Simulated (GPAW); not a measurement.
# TiC (P-6m2) in GPAW: a series of runs

Aim: see how the results for TiC move with the level of theory and the settings. Levels: PBE, LDA. Tasks: band structure.

All numbers are computed with GPAW 26.7.0; they aren't measurements. Logs are shortened: lines on timing, memory, paths and dates and some standing lists are left out, and cuts for length are marked. The log counts tension as positive stress, the text compression.

## 1. Starting point

It takes space group P-6m2 (No. 187, hexagonal). The conventional cell has a = 3.042 Å, b = 3.042 Å, c = 2.698 Å, α = 90.00°, β = 90.00°, γ = 120.00°. Ti (site symmetry -6m2) is surrounded by 6 C at 2.21 Å. C (site symmetry -6m2) has 6 Ti at 2.21 Å as nearest neighbours.

The cell was built by a generator and needn't be a form met in nature.

## 2. Band structure, PBE

Contents of run.py:

```python
from ase.dft.bandgap import bandgap
from ase.io import read, write
from ase.units import Bohr, GPa
from gpaw import GPAW, PW
from gpaw.elf import elf_from_dft_calculation

atoms = read('TiC.xyz')

calc = GPAW(mode=PW(800),
            xc='PBE',
            kpts={'size': (10, 10, 10), 'gamma': True},
            occupations={'name': 'fermi-dirac', 'width': 0.05},
            nbands=18,
            convergence={'density': 1e-05, 'energy': 1e-05},
            maxiter=150,
            txt='gpaw.txt')
atoms.calc = calc
energy = atoms.get_potential_energy()
forces = atoms.get_forces()
stress = atoms.get_stress()
calc.write('gs.gpw')
write('result.traj', atoms)
print(f'Energy: {energy:.6f} eV')
print('Forces (eV/A):')
print(forces.round(4))
print('Stress (GPa):', (stress / GPa).round(3))
print('Fermi level:', round(calc.get_fermi_level(), 4), 'eV')
print(f'Gap: {bandgap(calc)[0]:.4f} eV, direct: {bandgap(calc, direct=True)[0]:.4f} eV')

# fields on the real-space grid
write('density.cube', atoms, data=calc.get_pseudo_density() * Bohr**3)
write('potential.cube', atoms, data=calc.get_electrostatic_potential())
write('elf.cube', atoms, data=elf_from_dft_calculation(calc).data)

path = atoms.cell.bandpath('GMKGALHA,LM,KH', npoints=80, eps=1e-4)
bs_calc = calc.fixed_density(kpts=path, symmetry='off', nbands=27,
                             convergence={'bands': 'CBM+6.0', 'eigenstates': 1e-6}, txt='bands.txt')
bs = bs_calc.band_structure()
bs.write('bs.json')
print(f'Gap on the path: {bandgap(bs_calc)[0]:.4f} eV')
```

Contents of TiC.xyz:

```xyz
2
Lattice="3.0420856234 0.0000000000 0.0000000000 -1.5210428117 2.6345234303 0.0000000000 0.0000000000 0.0000000000 2.6979700000" Properties=species:S:1:pos:R:3 pbc="T T T"
Ti     0.0000000000      0.0000000000      1.3489850000
C     -0.0000000002      1.7563489536      0.0000000000
```

Potentials or basis: GPAW PAW data sets (gpaw-data 1.2.1), pw.

Started as:

```console
OMP_NUM_THREADS=1 python run.py
```

gpaw.txt:

```text
__  _  _
 | _ |_)|_||  |
 |__||  | ||/\| - 26.7.0

Input parameters:
  mode=PW(ecut=800.0),
  convergence={'density': 1e-05, 'energy': 1e-05},
  kpts=MonkhorstPack(size=(10, 10, 10), gamma=True),
  maxiter=150,
  nbands=18,
  occupations=Occupations(name='fermi-dirac', width=0.05),
  xc=XC(name='PBE')

Diagonalizing LCAO Hamiltonian
Converting LCAO to pw mode

       Ti
         C

Atoms  # Å, Bohr magnetons
|   | symbol |         x |        y |        z |    initial magnetic moments |
|---|--------|-----------|----------|----------|-----------------------------|
| 0 |     Ti |  0.000000 | 0.000000 | 1.348985 | ( 0.0000,  0.0000,  0.0000) |
| 1 |      C | -0.000000 | 1.756349 | 0.000000 | ( 0.0000,  0.0000,  0.0000) |

Unit cell  # Å
| periodic |         x |        y |        z |  lengths |     angles |
|----------|-----------|----------|----------|----------|------------|
|      yes |  3.042086 | 0.000000 | 0.000000 | 3.042086 |  90.000000 |
|      yes | -1.521043 | 2.634523 | 0.000000 | 3.042086 |  90.000000 |
|      yes |  0.000000 | 0.000000 | 2.697970 | 2.697970 | 120.000000 |

Number of symmetries: 12
Symmetry operations  # r_c * U_cc + t_c -> r_c
|    | kind |            matrix            |
|----|------|------------------------------|
|  0 |  σ   |  1, 1, 0,  0,-1, 0,  0, 0, 1 |
|  1 |  C2  |  1, 1, 0,  0,-1, 0,  0, 0,-1 |
|  2 |  E   |  1, 0, 0,  0, 1, 0,  0, 0, 1 |
|  3 |  σ   |  1, 0, 0,  0, 1, 0,  0, 0,-1 |
|  4 |  C3  |  0, 1, 0, -1,-1, 0,  0, 0, 1 |
|  5 |  S3  |  0, 1, 0, -1,-1, 0,  0, 0,-1 |
|  6 |  σ   |  0,-1, 0, -1, 0, 0,  0, 0, 1 |
|  7 |  C2  |  0,-1, 0, -1, 0, 0,  0, 0,-1 |
|  8 |  σ   | -1, 0, 0,  1, 1, 0,  0, 0, 1 |
|  9 |  C2  | -1, 0, 0,  1, 1, 0,  0, 0,-1 |
| 10 |  C3  | -1,-1, 0,  1, 0, 0,  0, 0, 1 |
| 11 |  S3  | -1,-1, 0,  1, 0, 0,  0, 0,-1 |

BZ-sampling:
  Number of BZ points: 1000
  Number of IBZ points: 84

  Monkhorst-Pack size: [10, 10, 10]
  Monkhorst-Pack shift: [0.05, 0.05, 0.05]

K-points  # in reciprocal-cell coordinates
|     |                                coordinates |     weight |
|-----|--------------------------------------------|------------|
|   0 | (  0.00000000,   0.00000000,   0.00000000) | 0.00100000 |
|   1 | (  0.00000000,   0.00000000,   0.10000000) | 0.00200000 |
|   2 | (  0.00000000,   0.00000000,   0.20000000) | 0.00200000 |
|   3 | (  0.00000000,   0.00000000,   0.30000000) | 0.00200000 |
|   4 | (  0.00000000,   0.00000000,   0.40000000) | 0.00200000 |
|   5 | (  0.00000000,   0.00000000,   0.50000000) | 0.00100000 |
|   6 | (  0.10000000,   0.00000000,   0.00000000) | 0.00600000 |
|   7 | (  0.10000000,   0.00000000,   0.10000000) | 0.01200000 |
|   8 | (  0.10000000,   0.00000000,   0.20000000) | 0.01200000 |
|   9 | (  0.10000000,   0.00000000,   0.30000000) | 0.01200000 |
| ... |                                            |            |
|  83 | (  0.50000000,   0.50000000,   0.50000000) | 0.00300000 |

Plane wave coefficients: 1124
Cutoff: 800.0 eV

Spin-components: 1 (collinear spins)
Bands:           18
Projectors:      11
Spin-degeneracy: 2
Datatype:        complex128

Parallelization:
  kpt:    1
  domain: 1
  band:   1

Density:
  Valence electrons: 16.0
  Components: 1
  Grid points: [20 20 18]
  Charge: 0.0  # |e|

Potential:
  Grid points: [20 20 18]

species:
  Ti:
    name:    Titanium
    Z:       22.0
    valence: 12
    core:    10
    charge:  0.0  # [|e|]
    compensation charges:
      type: gauss
      rc: 0.38  # [Å]
      lmax: 2
    cutoffs:
      filter: 2.23  # [Å]
      core: 1.02  # [Å]
    projectors
    | kind |    occ | energy [eV] | rcut [Å] |
    |------|--------|-------------|----------|
    |   3s |  2.000 |     -62.623 |    1.270 |
    |   4s |  2.000 |      -4.466 |    1.270 |
    |   3p |  6.000 |     -38.862 |    1.058 |
    |   4p |  0.000 |      -1.466 |    1.058 |
    |   3d |  2.000 |      -4.258 |    1.058 |
    |    d |        |      22.953 |    1.058 |

    Using partial waves for Ti as LCAO basis

  C:
    name:    Carbon
    Z:       6.0
    valence: 4
    core:    2
    charge:  0.0  # [|e|]
    compensation charges:
      type: gauss
      rc: 0.20  # [Å]
      lmax: 2
    cutoffs:
      filter: 1.14  # [Å]
      core: 1.14  # [Å]
    projectors
    | kind |    occ | energy [eV] | rcut [Å] |
    |------|--------|-------------|----------|
    |   2s |  2.000 |     -13.751 |    0.635 |
    |   2p |  2.000 |      -5.284 |    0.635 |
    |    s |        |      13.461 |    0.635 |
    |    p |        |      21.927 |    0.635 |
    |    d |        |       0.000 |    0.635 |

    Using partial waves for C as LCAO basis

Reference energy: -24251.642397  # eV

eigensolver:
  PPCG
  Converge bands: occupied
  niter=2

density mixing:
  MSR1-Mixer
  Pratt-step length: 0.05
  Maximum mixing coefficient: 0.75
  Old densities: 10
  SVD Regularization: 0.005
  Good broyden scale: 1.0
  Trust region scale: 1.0
  Backstep threshold: 4.0
  History deletion threshold: 6.0
  Fourier metric: weight=20.0, sigma=0.015

occupation numbers:
  Fermi-Dirac:
    width: 0.0500  # eV

poisson solver:
  ecut: 6400.0  # eV

xc functional:
  name: PBE with 2 nearest neighbor stencil

convergence criteria:
- Maximum integral of absolute [dens]ity change: 1e-05 electrons / valence electron
- Maximum [total energy] change in last 3 cyles: 1e-05 eV / valence electron
- Maximum integral of absolute [eigenst]ate change: 4e-08 eV^2 / valence electron
maximum number of iterations: 150

SCF iterations
|iter     | |      energy | eigst |  dens |
|---------|-|-------------|-------|-------|
|iter:   1| |  -18.595157 | -0.37 |       |
|iter:   2| |  -17.651150 | -2.39 | -0.76 |
|iter:   3| |  -16.257774 | -1.36 | -0.85 |
|iter:   4| |  -16.216781 | -2.72 | -1.45 |
|iter:   5| |  -16.214009 | -2.93 | -1.70 |
|iter:   6| |  -16.214020 | -4.01 | -2.33 |
|iter:   7| |  -16.214143c| -4.96 | -2.80 |
|iter:   8| |  -16.214149c| -6.73 | -3.61 |
|iter:   9| |  -16.214150c| -7.55c| -4.07 |
|iter:  10| |  -16.214150c| -8.23c| -4.99 |
|iter:  11| |  -16.214150c| -8.76c| -5.52c|

Converged in 11 steps
Energy contributions relative to reference atoms: (reference = -24251.642397)

Energy contributions:
  Kinetic:          14.877418
  Coulomb:         -15.397182
  Zero:              0.086173
  External:          0.000000
  Xc:              -15.778604
  Entropy:          -0.003910
  Spinorbit:         0.000000
  ----------------------------
  Free energy:     -16.216105
  Extrapolated:    -16.214150

dipole moment: (-5.345261, -8.118580, -5.367665)  # |e|*Ang

Fermi level: 9.365
Eigenvalues  # (at kpt = [0.000, 0.000, 0.000])
| band index |      eig [eV] | occ [0-2] |
|------------|---------------|-----------|
|          0 |       -47.144 |     2.000 |
|          1 |       -23.323 |     2.000 |
|          2 |       -23.323 |     2.000 |
|          3 |       -22.863 |     2.000 |
|          4 |        -2.622 |     2.000 |
|          5 |         7.779 |     2.000 |
[... 8 lines left out ...]
|         14 |        25.114 |     0.000 |
|         15 |        25.114 |     0.000 |
|        ... |               |           |
|         17 |        31.959 |     0.000 |

No gap
No difference between direct/indirect transitions

Forces  # eV/Ang
|       x |        y |       z |
|---------|----------|---------|
| 0.00000 | -0.00000 | 0.00000 |  # Ti   0
| 0.00000 |  0.00000 | 0.00000 |  # C    1

Stress tensor  # eV/Ang^3
|         x |         y |         z |
|-----------|-----------|-----------|
| -0.003462 | -0.000000 |  0.000000 |
| -0.000000 | -0.003462 |  0.000000 |
|  0.000000 |  0.000000 | -0.001521 |

# Writing to gs.gpw (mode='')
```

stdout:

```text
Energy: -16.214150 eV
Forces (eV/A):
[[ 0. -0.  0.]
 [ 0.  0.  0.]]
Stress (GPa): [-0.555 -0.555 -0.244  0.     0.    -0.   ]
Fermi level: 9.3646 eV
Gap: 0.0000 eV, direct: 0.0000 eV
Gap on the path: 0.0000 eV
```

Run time: 46 s. Hardware: 1 thread of Arm Neoverse V1, shared host; peak memory 0.27 GiB.

Results:

- Free energy: -16.2161 eV
- Pressure: 0.5 GPa
- Band gap along the path: none (metal or under the smearing width)

Levels at the corners of the path, in eV from the Fermi level:
| point | band 5 | band 6 | band 7 | band 8 | band 9 | band 10 | band 11 | band 12 |
| --- | --- | --- | --- | --- | --- | --- | --- | --- |
| Γ | -11.99 | -1.59 | -1.59 | -0.94 | 2.30 | 3.35 | 3.35 | 5.69 |
| M | -9.59 | -4.86 | -0.74 | -0.30 | 0.22 | 3.05 | 3.49 | 3.75 |
| K | -9.28 | -3.56 | -3.27 | -0.24 | 1.88 | 2.23 | 2.45 | 3.46 |
| Γ | -11.99 | -1.59 | -1.59 | -0.94 | 2.30 | 3.35 | 3.35 | 5.69 |
| A | -8.86 | -5.59 | -0.50 | -0.50 | 1.15 | 1.15 | 4.72 | 4.74 |
| L | -8.78 | -4.00 | -2.57 | -2.21 | 1.49 | 3.30 | 4.37 | 5.58 |
| H | -8.56 | -4.45 | -3.72 | -0.43 | 1.11 | 4.10 | 4.79 | 5.30 |
| A | -8.86 | -5.59 | -0.50 | -0.50 | 1.15 | 1.15 | 4.72 | 4.74 |
| L | -8.78 | -4.00 | -2.57 | -2.21 | 1.49 | 3.30 | 4.37 | 5.58 |
| M | -9.59 | -4.86 | -0.74 | -0.30 | 0.22 | 3.05 | 3.49 | 3.75 |
| K | -9.28 | -3.56 | -3.27 | -0.24 | 1.88 | 2.23 | 2.45 | 3.46 |
| H | -8.56 | -4.45 | -3.72 | -0.43 | 1.11 | 4.10 | 4.79 | 5.30 |

## 3. Band structure, LDA

Changes to run.py since step 2:

```diff
@@ -2,10 +2,9 @@
 from ase.io import read, write
-from ase.units import Bohr, GPa
+from ase.units import GPa
 from gpaw import GPAW, PW
-from gpaw.elf import elf_from_dft_calculation
 
-atoms = read('TiC.xyz')
+atoms = read('POSCAR')
 
 calc = GPAW(mode=PW(800),
-            xc='PBE',
+            xc='LDA',
             kpts={'size': (10, 10, 10), 'gamma': True},
@@ -29,8 +28,3 @@
 
-# fields on the real-space grid
-write('density.cube', atoms, data=calc.get_pseudo_density() * Bohr**3)
-write('potential.cube', atoms, data=calc.get_electrostatic_potential())
-write('elf.cube', atoms, data=elf_from_dft_calculation(calc).data)
-
-path = atoms.cell.bandpath('GMKGALHA,LM,KH', npoints=80, eps=1e-4)
+path = atoms.cell.bandpath('GMKGALHA,LM,KH', npoints=100, eps=1e-4)
 bs_calc = calc.fixed_density(kpts=path, symmetry='off', nbands=27,
```

Contents of POSCAR:

```
TiC
1.0
    3.0420856234      0.0000000000      0.0000000000
   -1.5210428117      2.6345234303      0.0000000000
    0.0000000000      0.0000000000      2.6979700000
Ti C
1 1
Direct
    0.0000000000      0.0000000000      0.5000000000
    0.3333333333      0.6666666667      0.0000000000
```

Potentials or basis: the program's PAW data sets (release 1.2.1) made for this functional, pw.

Started as:

```console
OMP_NUM_THREADS=1 python run.py
```

It took 45 s on 1 thread of Arm Neoverse V1, shared host; peak memory 0.29 GiB.

The run converged. Its results:

- Free energy: -18.0284 eV
- Pressure: -11.0 GPa
- Band gap along the path: none (metal or under the smearing width)

Stress tensor (GPa, compression positive):
```
-10.45   0.00   0.00
  0.00 -10.45   0.00
  0.00   0.00 -12.15
```

Levels at the corners of the path, in eV from the Fermi level:
```
point  band 5  band 6  band 7  band 8  band 9  band 10  band 11  band 12
    Γ  -11.81   -1.58   -1.58   -0.98    2.30     3.36     3.36     5.69
    M   -9.37   -4.83   -0.78   -0.29    0.26     3.06     3.48     3.74
    K   -9.05   -3.54   -3.24   -0.24    1.87     2.21     2.45     3.47
    Γ  -11.81   -1.58   -1.58   -0.98    2.30     3.36     3.36     5.69
    A   -8.63   -5.57   -0.49   -0.49    1.12     1.12     4.72     4.75
    L   -8.59   -3.97   -2.50   -2.20    1.45     3.30     4.37     5.64
    H   -8.35   -4.43   -3.68   -0.37    1.06     4.10     4.86     5.30
    A   -8.63   -5.57   -0.49   -0.49    1.12     1.12     4.72     4.75
    L   -8.59   -3.97   -2.50   -2.20    1.45     3.30     4.37     5.64
    M   -9.37   -4.83   -0.78   -0.29    0.26     3.06     3.48     3.74
    K   -9.05   -3.54   -3.24   -0.24    1.87     2.21     2.45     3.47
    H   -8.35   -4.43   -3.68   -0.37    1.06     4.10     4.86     5.30
```
